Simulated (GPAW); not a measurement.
# Li (Im-3m) in GPAW: a series of runs, part 2 of 2

GPAW 26.7.0. Earlier steps stand in the parts before.

## 4. Equation of state, PBE

The input, run.py:

```python
from ase.eos import EquationOfState
from ase.io import Trajectory, read
from ase.units import GPa
from gpaw import GPAW, PW, setup_paths

setup_paths.insert(0, '.')

atoms = read('Li.xyz')

traj = Trajectory('eos.traj', 'w')
volumes, energies = [], []
for x in [0.94, 0.96, 0.98, 1.0, 1.02, 1.04, 1.06]:
    a = atoms.copy()
    a.set_cell(atoms.cell * x**(1 / 3), scale_atoms=True)
    calc = GPAW(mode=PW(800),
                xc='PBE',
                kpts={'size': (11, 11, 11), 'gamma': True},
                occupations={'name': 'fermi-dirac', 'width': 0.05},
                nbands=6,
                convergence={'density': 1e-05, 'energy': 1e-05},
                maxiter=150,
                txt=f'eos-{x:.2f}.txt')
    a.calc = calc
    energies.append(a.get_potential_energy(force_consistent=True))
    volumes.append(a.get_volume())
    p = -a.get_stress()[:3].mean() / GPa
    calc.write(f'eos-{x:.2f}.gpw')
    traj.write(a)
    print(f'{x:.2f} {volumes[-1]:10.4f} A^3 {energies[-1]:14.6f} eV {p:9.3f} GPa', flush=True)

v0, e0, B = EquationOfState(volumes, energies, eos='birchmurnaghan').fit()
print(f'V0 = {v0:.4f} A^3, E0 = {e0:.6f} eV, B0 = {B / GPa:.2f} GPa')
```

The input, Li.xyz:

```xyz
1
Lattice="-1.7546500000 1.7546500000 1.7546500000 1.7546500000 -1.7546500000 1.7546500000 1.7546500000 1.7546500000 -1.7546500000" Properties=species:S:1:pos:R:3 pbc="T T T"
Li     0.0000000000      0.0000000000      0.0000000000
```

Potentials or basis: PAW data sets generated in the run's folder for this functional, pw.

Launch:

```bash
$ gpaw-setup -f PBE Li
$ OMP_NUM_THREADS=1 python run.py
```

The program printed:

```text
__  _  _
 | _ |_)|_||  |
 |__||  | ||/\| - 26.7.0

Input parameters:
  mode=PW(ecut=800.0),
  convergence={'density': 1e-05, 'energy': 1e-05},
  kpts=MonkhorstPack(size=(11, 11, 11), gamma=True),
  maxiter=150,
  nbands=6,
  occupations=Occupations(name='fermi-dirac', width=0.05),
  xc=XC(name='PBE')

Diagonalizing LCAO Hamiltonian
Converting LCAO to pw mode

       Li

Atoms  # Å, Bohr magnetons
|   | symbol |        x |        y |        z |    initial magnetic moments |
|---|--------|----------|----------|----------|-----------------------------|
| 0 |     Li | 0.000000 | 0.000000 | 0.000000 | ( 0.0000,  0.0000,  0.0000) |

Unit cell  # Å
| periodic |         x |         y |         z |  lengths |     angles |
|----------|-----------|-----------|-----------|----------|------------|
|      yes | -1.718831 |  1.718831 |  1.718831 | 2.977102 | 109.471221 |
|      yes |  1.718831 | -1.718831 |  1.718831 | 2.977102 | 109.471221 |
|      yes |  1.718831 |  1.718831 | -1.718831 | 2.977102 | 109.471221 |

Number of symmetries: 48
Symmetry operations  # r_c * U_cc + t_c -> r_c
|    | kind |            matrix            |
|----|------|------------------------------|
|  0 |  σ   |  1, 1, 1,  0, 0,-1,  0,-1, 0 |
|  1 |  C4  |  1, 1, 1,  0, 0,-1, -1, 0, 0 |
|  2 |  C2  |  1, 1, 1,  0,-1, 0,  0, 0,-1 |
|  3 |  S6  |  1, 1, 1,  0,-1, 0, -1, 0, 0 |
|  4 |  S6  |  1, 1, 1, -1, 0, 0,  0, 0,-1 |
|  5 |  C4  |  1, 1, 1, -1, 0, 0,  0,-1, 0 |
|  6 |  E   |  1, 0, 0,  0, 1, 0,  0, 0, 1 |
|  7 |  σ   |  1, 0, 0,  0, 1, 0, -1,-1,-1 |
|  8 |  σ   |  1, 0, 0,  0, 0, 1,  0, 1, 0 |
|  9 |  C3  |  1, 0, 0,  0, 0, 1, -1,-1,-1 |
| 10 |  C3  |  1, 0, 0, -1,-1,-1,  0, 1, 0 |
| 11 |  σ   |  1, 0, 0, -1,-1,-1,  0, 0, 1 |
| 12 |  σ   |  0, 1, 0,  1, 0, 0,  0, 0, 1 |
| 13 |  C2  |  0, 1, 0,  1, 0, 0, -1,-1,-1 |
[... 126 lines left out ...]
  Fermi-Dirac:
    width: 0.0500  # eV

poisson solver:
  ecut: 6400.0  # eV

xc functional:
  name: PBE with 2 nearest neighbor stencil

convergence criteria:
- Maximum integral of absolute [dens]ity change: 1e-05 electrons / valence electron
- Maximum [total energy] change in last 3 cyles: 1e-05 eV / valence electron
- Maximum integral of absolute [eigenst]ate change: 4e-08 eV^2 / valence electron
maximum number of iterations: 150

SCF iterations
|iter     | |      energy | eigst |  dens |
|---------|-|-------------|-------|-------|
|iter:   1| |   -1.922084 | -0.11 |       |
|iter:   2| |   -1.919303 | -2.84 | -1.27 |
|iter:   3| |   -1.904176 | -3.35 | -1.29 |
|iter:   4| |   -1.903763 | -3.26 | -1.75 |
|iter:   5| |   -1.903778 | -4.91 | -2.51 |
|iter:   6| |   -1.903778 | -7.42c| -3.10 |
|iter:   7| |   -1.903778c| -8.86c| -4.59 |
|iter:   8| |   -1.903778c| -9.41c| -5.52c|

Converged in 8 steps
Energy contributions relative to reference atoms: (reference = -202.787844)

Energy contributions:
  Kinetic:           1.865909
  Coulomb:          -1.611702
  Zero:              0.000588
  External:          0.000000
  Xc:               -2.156714
  Entropy:          -0.003719
  Spinorbit:         0.000000
  ----------------------------
  Free energy:      -1.905637
  Extrapolated:     -1.903778

dipole moment: (-0.989480, -0.989480, -0.989480)  # |e|*Ang

Fermi level: 0.357
Eigenvalues  # (at kpt = [0.000, 0.000, 0.000])
| band index |      eig [eV] | occ [0-2] |
|------------|---------------|-----------|
|          0 |        -3.232 |     2.000 |
|          1 |        14.933 |     0.000 |
|          2 |        14.933 |     0.000 |
|          3 |        14.933 |     0.000 |
|          4 |        19.704 |     0.000 |
|          5 |        19.707 |     0.000 |

No gap
No difference between direct/indirect transitions

Stress tensor  # eV/Ang^3
|        x |        y |        z |
|----------|----------|----------|
| 0.000084 | 0.000000 | 0.000000 |
| 0.000000 | 0.000084 | 0.000000 |
| 0.000000 | 0.000000 | 0.000084 |

# Writing to eos-0.94.gpw (mode='')
```

stdout:

```text
0.94    20.3123 A^3      -1.905637 eV    -0.013 GPa
0.96    20.7445 A^3      -1.905215 eV    -0.297 GPa
0.98    21.1767 A^3      -1.904062 eV    -0.555 GPa
1.00    21.6088 A^3      -1.902243 eV    -0.791 GPa
1.02    22.0410 A^3      -1.899815 eV    -1.007 GPa
1.04    22.4732 A^3      -1.896833 eV    -1.204 GPa
1.06    22.9054 A^3      -1.893342 eV    -1.383 GPa
<dir> UserWarning: The minimum volume of your fit is not in your volumes.  You may not have a minimum in your dataset!
  warnings.warn(
V0 = 20.2932 A^3, E0 = -1.905638 eV, B0 = 13.96 GPa
```

It took 29 s on 1 thread of Arm Neoverse V2, shared host; peak memory 0.19 GiB.

Results:

| Quantity | Value |
| --- | --- |
| Equilibrium volume | 20.29 Å³/atom (rough: see the caveat) |
| Bulk modulus | 14.0 GPa (rough) |

Energy against volume, from the lowest point:
```
volume (Å³/atom)  energy (meV/atom)
          20.312               0.00
          20.744               0.42
          21.177               1.58
          21.609               3.39
          22.041               5.82
          22.473               8.80
          22.905              12.30
```

Caveat: the minimum lies outside the volumes run.
